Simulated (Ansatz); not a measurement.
Crystal: BaTiO3.

```
Ba Ti O
1.0
     3.99980    0.00000    0.00000
     0.00000    3.99980    0.00000
     0.00000    0.00000    4.01800
Ba Ti O
1 1 3
Direct
  0.00000 0.00000 0.00000
  0.50000 0.50000 0.49000
  0.00000 0.50000 0.51700
  0.50000 0.00000 0.51700
  0.50000 0.50000 0.01900
```

* Program: Ansatz 0.2.0
* Task: relaxation of cell and atoms
* Functional: PBE
* Potentials or basis: Ansatz PAW
* Cutoff: 420 eV (not typed: the program's choice for these potentials)
* k mesh: 7 × 7 × 7
* Occupations: fermi-dirac, width 0.05 eV
* Spin: no spin polarisation

At the start: volume 12.86 Å³/atom.

Where does the relaxation end?

It ends after 12 steps and the volume is 13.34 Å³/atom (+3.8 %); space group P4mm (No. 99, to 0.05 Å).

The path:
```
step  energy change (eV)  largest force (eV/Å)  volume (Å³)
   1              0.0000                0.3106        64.28
   2             -0.0081                0.3192        65.43
   3             -0.0101                0.2742        65.39
   4             -0.0176                0.2862        65.33
   5             -0.0244                0.2459        66.57
   6             -0.0300                0.0201        66.11
   7             -0.0301                0.0261        66.24
   8             -0.0298                0.0039        66.37
   9             -0.0403                0.0039        66.37
  10             -0.0402                0.0017        66.64
  11             -0.0400                0.0009        66.71
  12             -0.0413                0.0007        66.71
```

Final structure:
```yaml
crystal:
  lattice:
    - [3.98622, 0.00000, 0.00000]
    - [0.00000, 3.98622, 0.00000]
    - [0.00000, 0.00000, 4.19805]
  atoms:
    - { symbol: Ba, position: [0.00000, 0.00000, 0.98957] }
    - { symbol: Ti, position: [0.50000, 0.50000, 0.47229] }
    - { symbol: O, position: [0.00000, 0.50000, 0.52028] }
    - { symbol: O, position: [0.50000, 0.00000, 0.52028] }
    - { symbol: O, position: [0.50000, 0.50000, 0.04057] }
```

Caveat: the plane-wave basis is chosen anew once the cell has moved, so the energies of steps on either side of that aren't comparable; the pressure holds a Pulay correction of +0.5 GPa for the finite cutoff.
